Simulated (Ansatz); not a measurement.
**BAs under strain — ⁷⁵As NMR of the central transition**

Cell: an entry of the Crystallography Open Database (COD), relaxed with PBE at fixed cell and then changed (z compressed by 1 %, ions relaxed).

```cif
data_structure
_symmetry_space_group_name_H-M 'P 1'
_symmetry_Int_Tables_number 1
_cell_length_a 3.3610
_cell_length_b 3.3610
_cell_length_c 3.3778
_cell_angle_alpha 59.834
_cell_angle_beta 59.834
_cell_angle_gamma 60.332
_cell_volume 26.98
loop_
_atom_site_label
_atom_site_type_symbol
_atom_site_fract_x
_atom_site_fract_y
_atom_site_fract_z
_atom_site_occupancy
B1 B 0.00000 0.00000 0.00000 1
As2 As 0.25000 0.25000 0.25000 1
```

Atoms are numbered from 1 in the order listed; like atoms form one site, named after its first atom.

The numbers come from a DFT calculation in Ansatz (PBE, plane waves and PAW, scalar-relativistic, 420 eV cutoff, Γ-centred 16×16×16 k-points, Fermi–Dirac smearing 0.02 eV).

⁷⁵As has I = 3/2 and Q = 311.0 mb (Pyykkö 2018); at 18.8 T its Larmor frequency is ν₀ = 137.5 MHz. Only the quadrupole interaction is simulated: positions count from each site's isotropic chemical shift, and J coupling is left out, as are shift anisotropy and dipolar coupling, which fast spinning averages.

Question: Give C_Q, η, the quadrupolar product P_Q = |C_Q|(1 + η²/3)^½, the second-order isotropic shift and the breadth of the pattern (fast magic-angle spinning) for each As site.

Answer: 

```json
{"site": "As", "first shell": "4 B at 2.06 Å", "C_Q (MHz)": "-0.798", "η": "0.00", "P_Q (MHz)": "0.798", "δ_QIS (ppm)": "-0.842", "breadth (kHz)": "0.248"}
```

δ_QIS = −(ν_Q²/30ν₀²)[I(I+1) − 3/4](1 + η²/3) × 10⁶ ppm with ν_Q = 3|C_Q|/[2I(2I−1)]; it falls as 1/B₀² in ppm, and the breadth as 1/B₀ in kHz.

An axis of threefold or higher order runs through As, so V_zz lies along it and η is zero.
